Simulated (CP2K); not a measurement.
# Ru (P6_3/mmc) in CP2K: settings compared, part 2 of 2

CP2K 2026.2. The steps go on from the part before.

**3. Relaxation of cell and atoms, PBE**

File ru_vcrelax.inp:

```
&GLOBAL
  PROJECT ru_vcrelax
  RUN_TYPE CELL_OPT
  PRINT_LEVEL LOW
&END GLOBAL
&FORCE_EVAL
  METHOD QS
  STRESS_TENSOR ANALYTICAL
  &DFT
    BASIS_SET_FILE_NAME BASIS_MOLOPT_UZH
    POTENTIAL_FILE_NAME POTENTIAL_UZH
    &MGRID
      CUTOFF 450
      REL_CUTOFF 60
      NGRIDS 4
    &END MGRID
    &QS
      METHOD GPW
      EPS_DEFAULT 1.0E-9
      EXTRAPOLATION USE_PREV_P
    &END QS
    &KPOINTS
      SCHEME MONKHORST-PACK 9 9 5
      GAMMA_CENTERED T
    &END KPOINTS
    &SCF
      SCF_GUESS ATOMIC
      EPS_SCF 1.0E-6
      MAX_SCF 100
      ADDED_MOS 16
      CHOLESKY OFF
      EPS_EIGVAL 1.0E-7
      &DIAGONALIZATION ON
        ALGORITHM STANDARD
      &END DIAGONALIZATION
      &MIXING ON
        METHOD BROYDEN_MIXING
        ALPHA 0.4
        BETA 1.5
        NBUFFER 8
      &END MIXING
      &SMEAR ON
        METHOD FERMI_DIRAC
        ELECTRONIC_TEMPERATURE [K] 1160.452
      &END SMEAR
    &END SCF
    &XC
      &XC_FUNCTIONAL
        &GGA_X_PBE
        &END GGA_X_PBE
        &GGA_C_PBE
        &END GGA_C_PBE
      &END XC_FUNCTIONAL
    &END XC
    &PRINT
      &KPOINTS ON
      &END KPOINTS
      &MULLIKEN ON
        &EACH
          CELL_OPT 0
        &END EACH
        ADD_LAST NUMERIC
      &END MULLIKEN
      &MO ON
        ENERGIES T
        OCCUPATION_NUMBERS T
        &EACH
          QS_SCF 0
          CELL_OPT 0
        &END EACH
        ADD_LAST NUMERIC
      &END MO
    &END PRINT
  &END DFT
  &SUBSYS
    &CELL
      A 2.7058000000 0.0000000000 0.0000000000
      B -1.3529000000 2.3432915376 0.0000000000
      C 0.0000000000 0.0000000000 4.2819000000
      PERIODIC XYZ
    &END CELL
    &COORD
      SCALED
      Ru  0.6666666667 0.3333333333 0.7500000000
      Ru  0.3333333333 0.6666666667 0.2500000000
    &END COORD
    &KIND Ru
      BASIS_SET TZVP-MOLOPT-PBE-GTH-q16
      POTENTIAL GTH-PBE-q16
    &END KIND
    &PRINT
      &ATOMIC_COORDINATES ON
      &END ATOMIC_COORDINATES
      &CELL ON
      &END CELL
      &SYMMETRY ON
      &END SYMMETRY
    &END PRINT
  &END SUBSYS
  &PRINT
    &FORCES ON
    &END FORCES
    &STRESS_TENSOR ON
    &END STRESS_TENSOR
  &END PRINT
&END FORCE_EVAL
&MOTION
  &CELL_OPT
    OPTIMIZER LBFGS
    MAX_ITER 40
    MAX_FORCE [eV*angstrom^-1] 0.05
    RMS_FORCE [eV*angstrom^-1] 0.05
    MAX_DR 1.0E-2
    RMS_DR 1.0E-2
    EXTERNAL_PRESSURE [bar] 0.0
    PRESSURE_TOLERANCE [bar] 200
  &END CELL_OPT
  &PRINT
    &TRAJECTORY ON
    &END TRAJECTORY
    &CELL ON
    &END CELL
    &FORCES ON
    &END FORCES
    &STRESS ON
    &END STRESS
    &RESTART OFF
    &END RESTART
    &RESTART_HISTORY OFF
    &END RESTART_HISTORY
  &END PRINT
&END MOTION
```

Potentials or basis: POTENTIAL_UZH Ru GTH-PBE-q16; TZVP-MOLOPT-PBE-GTH basis.

Started as:

```console
> OMP_NUM_THREADS=2 cp2k.psmp -i ru_vcrelax.inp -o ru_vcrelax.out
```

ru_vcrelax.out:

```text

 CP2K| version string:                                       CP2K version 2026.2
 CP2K| Input file name                                            ru_vcrelax.inp

 GLOBAL| Force Environment number                                              1
 GLOBAL| Basis set file name                                    BASIS_MOLOPT_UZH
 GLOBAL| Potential file name                                       POTENTIAL_UZH
 GLOBAL| MM Potential file name                                     MM_POTENTIAL
 GLOBAL| Coordinate file name                                      __STD_INPUT__
 GLOBAL| Method name                                                        CP2K
 GLOBAL| Project name                                                 ru_vcrelax
 GLOBAL| Run type                                                       CELL_OPT
 GLOBAL| FFT library                                                       FFTW3
 GLOBAL| Diagonalization library                                       ScaLAPACK
 GLOBAL| Cholesky decomposition library                                ScaLAPACK
 GLOBAL| DGEMM library                                                      BLAS
 GLOBAL| Direct generalized diagonalization requested                          F
 GLOBAL| Matrix multiplication library                                 ScaLAPACK
 GLOBAL| Global print level                                                  LOW
 GLOBAL| Total number of message passing processes                             1
 GLOBAL| Number of threads for this process                                    2
 GLOBAL| CPU model name                                                  UNKNOWN

 CELL| Volume [angstrom^3]:                                            27.149294
 CELL| Vector a [angstrom]:       2.706     0.000     0.000   |a| =     2.705800
 CELL| Vector b [angstrom]:      -1.353     2.343     0.000   |b| =     2.705800
 CELL| Vector c [angstrom]:       0.000     0.000     4.282   |c| =     4.281900
 CELL| Angle (b,c), alpha [degree]:                                    90.000000
 CELL| Angle (a,c), beta  [degree]:                                    90.000000
 CELL| Angle (a,b), gamma [degree]:                                   120.000000
 CELL| Numerically orthorhombic:                                              NO
 CELL| Periodicity                                                           XYZ

 CELL_REF| Volume [angstrom^3]:                                        27.149294
 CELL_REF| Vector a [angstrom     2.706     0.000     0.000   |a| =     2.705800
 CELL_REF| Vector b [angstrom    -1.353     2.343     0.000   |b| =     2.705800
 CELL_REF| Vector c [angstrom     0.000     0.000     4.282   |c| =     4.281900
 CELL_REF| Angle (b,c), alpha [degree]:                                90.000000
 CELL_REF| Angle (a,c), beta  [degree]:                                90.000000
 CELL_REF| Angle (a,b), gamma [degree]:                               120.000000
 CELL_REF| Numerically orthorhombic:                                          NO
 CELL_REF| Periodicity                                                       XYZ

 GENERATE|  Preliminary Number of Bonds generated:                             0
 GENERATE|  Achieved consistency in connectivity generation.

 *******************************************************************************
 *******************************************************************************
 **            Copyright (C) by CP2K developers group (2000-2026)             **
 *******************************************************************************

 TOTAL NUMBERS AND MAXIMUM NUMBERS

  Total number of            - Atomic kinds:                                   1
                             - Atoms:                                          2
                             - Shell sets:                                     2
                             - Shells:                                        22
[... 492 lines left out ...]
 OPT| Convergence limit for maximum gradient                        0.0009723453
 OPT| Maximum gradient is converged                                           NO
 OPT|
 OPT| RMS gradient                                                  0.0004271080
 OPT| Convergence limit for RMS gradient                            0.0009723453
 OPT| RMS gradient is converged                                              YES
 OPT|
 OPT| Pressure deviation [bar]                                   3971.9414893207
 OPT| Pressure tolerance [bar]                                    200.0000000000
 OPT| Pressure is converged                                                   NO
 OPT| **************************************************************************
[... 80 lines left out ...]
 OPT| **************************************************************************
 OPT| Step number                                                              3
 OPT| Optimization method                                                  LBFGS
 OPT| Total energy [hartree]                                     -188.4071964453
 OPT| Internal pressure [bar]                                    3760.7410131125
 OPT| Effective energy change [hartree]                            -0.0000137719
 OPT| Decrease in energy                                                     YES
 OPT|
 OPT| Maximum step size                                             0.0115097130
 OPT| Convergence limit for maximum step size                       0.0100000000
 OPT| Maximum step size is converged                                          NO
 OPT|
 OPT| RMS step size                                                 0.0048360070
 OPT| Convergence limit for RMS step size                           0.0100000000
 OPT| RMS step size is converged                                             YES
 OPT|
 OPT| Maximum gradient                                              0.0004764629
 OPT| Convergence limit for maximum gradient                        0.0009723453
 OPT| Maximum gradient is converged                                          YES
 OPT|
 OPT| RMS gradient                                                  0.0002673561
 OPT| Convergence limit for RMS gradient                            0.0009723453
 OPT| RMS gradient is converged                                              YES
 OPT|
 OPT| Pressure deviation [bar]                                   3760.7410131125
 OPT| Pressure tolerance [bar]                                    200.0000000000
 OPT| Pressure is converged                                                   NO
 OPT| **************************************************************************
[... 198 lines left out ...]
 OPT|
 OPT| RMS step size                                                 0.0004952398
 OPT| Convergence limit for RMS step size                           0.0100000000
 OPT| RMS step size is converged                                             YES
 OPT|
 OPT| Maximum gradient                                              0.0000236734
 OPT| Convergence limit for maximum gradient                        0.0009723453
 OPT| Maximum gradient is converged                                          YES
 OPT|
 OPT| RMS gradient                                                  0.0000136648
 OPT| Convergence limit for RMS gradient                            0.0009723453
 OPT| RMS gradient is converged                                              YES
 OPT|
 OPT| Pressure deviation [bar]                                   -109.6933994016
 OPT| Pressure tolerance [bar]                                    200.0000000000
 OPT| Pressure is converged                                                  YES
 OPT| **************************************************************************

 *******************************************************************************
 ***                    GEOMETRY OPTIMIZATION COMPLETED                      ***
 *******************************************************************************

 write_final_structure: Optimization converged, writing XYZ file gladly:
  ru_vcrelax-FINAL-1_5.xyz

 write_final_structure: Optimization converged, writing CIF file gladly:
  ru_vcrelax-FINAL-1_5.cif

 write_final_structure: Done!

                    Reevaluating energy at the minimum

 CELL| Volume [angstrom^3]:                                            27.759666
 CELL| Vector a [angstrom]:       2.728     0.000     0.000   |a| =     2.727918
 CELL| Vector b [angstrom]:      -1.364     2.363     0.000   |b| =     2.727918
 CELL| Vector c [angstrom]:       0.000    -0.000     4.307   |c| =     4.307060
 CELL| Angle (b,c), alpha [degree]:                                    90.000000
 CELL| Angle (a,c), beta  [degree]:                                    90.000000
 CELL| Angle (a,b), gamma [degree]:                                   119.990818
 CELL| Numerically orthorhombic:                                              NO
 CELL| Periodicity                                                           XYZ
[... 561 lines left out ...]
 MO|     31               1.786896              48.623912               0.000000
 MO|     32               1.894463              51.550963               0.000000
 MO| Sum:                                                              30.026654
 MO| E(Fermi):            0.672373 a.u.         18.296194 eV

 [... the levels of further k-points ...]

 !-----------------------------------------------------------------------------!
                     Mulliken Population Analysis

 #  Atom  Element  Kind  Atomic population                           Net charge
       1     Ru       1         16.000002                             -0.000002
       2     Ru       1         15.999998                              0.000002
 # Total charge                             32.000000                 -0.000000

 !-----------------------------------------------------------------------------!

 ENERGY| Total FORCE_EVAL ( QS ) energy [hartree]           -188.407200320233699
```

It took 6.4 min on 2 threads of Arm Neoverse V1, shared host; peak memory 0.42 GiB.

Results:

```yaml
Free_energy: -5126.8206 eV
Relaxed_volume: 13.88 Å³/atom
Relaxed_cell: a = 2.728 Å, b = 2.728 Å, c = 4.307 Å, α = 90.00°, β = 90.00°, γ = 119.99°
Space_group_after_relaxing_to_0.05_Å: P6_3/mmc (No. 194)
Pressure_after_relaxing: 0.0 GPa
Band_gap_on_the_k_mesh: none (metal or under the smearing width)
```

Step by step:
```csv
step,energy change (eV),largest force (eV/Å),volume (Å³)
1,0.0000,0.0236,27.77
2,-0.0005,0.0122,27.73
3,-0.0009,0.0239,27.73
4,-0.0010,0.0009,27.75
5,-0.0010,0.0014,27.76
6,-0.0010,0.0014,27.76
```

Final structure:
```
Ru
1.0
     2.72792    0.00000    0.00000
    -1.36358    2.36266    0.00000
     0.00000    0.00000    4.30706
Ru
2
Direct
  0.66677 0.33323 0.75000
  0.33323 0.66677 0.25000
```

Caveat: the printed path begins after the first move; the basis of atomic orbitals isn't converged, which shifts pressures, moduli and gaps.
